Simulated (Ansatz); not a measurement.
Take a crystal in which Sr has been replaced by Ca on all its sites, with the cell rescaled by a rough guess (in some cases also distorted within its space group) and nothing relaxed:

```
Ca
1.0
     0.00000    2.93753    2.93753
     2.93753    0.00000    2.93753
     2.93753    2.93753    0.00000
Ca
1
Direct
  0.00000 0.00000 0.00000
```

Method: Ansatz, DFT PBE, scalar-relativistic, plane waves, PAW.

Plane waves to 420 eV, a k mesh through Γ of 12×12×12 on the computed 1-atom cell and Gaussian smearing (0.10 eV); no spin polarisation.

**Question.** What pressure does the cell carry?

**Answer.** The pressure is -2.3 GPa (positive in compression), so the cell would contract.

**Question.** Is it a metal on this mesh?

**Answer.** Yes, a band crosses the Fermi level.